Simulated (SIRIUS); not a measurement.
Hf in SIRIUS: convergence with k mesh

Hf:

```
CELL_PARAMETERS angstrom
0.00000 2.22000 2.22000
2.22000 0.00000 2.22000
2.22000 2.22000 0.00000
ATOMIC_POSITIONS crystal
Hf 0.00000 0.00000 0.00000
```

This isn't the form of Hf at room conditions, which is hcp.

- Program: SIRIUS 7.10.0
- Task: single point
- Functional: PBEsol
- Potentials or basis: GBRV 1.5 PBEsol (ultrasoft)
- Cutoff: 557 eV
- Density cutoff: 5442 eV
- k mesh: 3 × 3 × 3
- Occupations: gaussian, width 0.05 eV
- Spin: no spin polarisation

These are the settings of the first run; the series varies k mesh, with any setting tied to it.

Hardware: 1 thread of Arm Neoverse V1, with other jobs on the host.

Question: The values tried are 3 × 3 × 3, 5 × 5 × 5, 7 × 7 × 7, 9 × 9 × 9, 11 × 11 × 11, 13 × 13 × 13, 16 × 16 × 16, 20 × 20 × 20, loosest first. From which on does the pressure stay within 0.1 GPa of the tightest run that finished?

Answer: From 16 × 16 × 16 on.

| k mesh | energy less the tightest run, at zero smearing (meV/atom) | pressure (GPa) | SCF cycles | CPU time (s) | peak memory (GiB) |
| --- | --- | --- | --- | --- | --- |
| 3 × 3 × 3 | 13.63 | -1.21 | 17 | 9.5 | 0.25 |
| 5 × 5 × 5 | -50.69 | -1.73 | 15 | 11 | 0.26 |
| 7 × 7 × 7 | 13.76 | -1.61 | 16 | 13 | 0.27 |
| 9 × 9 × 9 | 9.93 | -1.16 | 15 | 17 | 0.28 |
| 11 × 11 × 11 | -6.60 | -2.32 | 17 | 23 | 0.31 |
| 13 × 13 × 13 | 0.69 | -1.78 | 14 | 27 | 0.33 |
| 16 × 16 × 16 | 3.44 | -1.98 | 15 | 43 | 0.4 |
| 20 × 20 × 20 | 0.00 | -1.89 | 15 | 70 | 0.52 |

Not settled before the last step: the energy (to 1 meV/atom). Meshes of other sizes hit other points, so gaps and Fermi surfaces needn't settle smoothly. The tightest run that finished is the yardstick and may itself not be fully converged.

Spin-orbit coupling is left out, which matters for the levels of Hf.
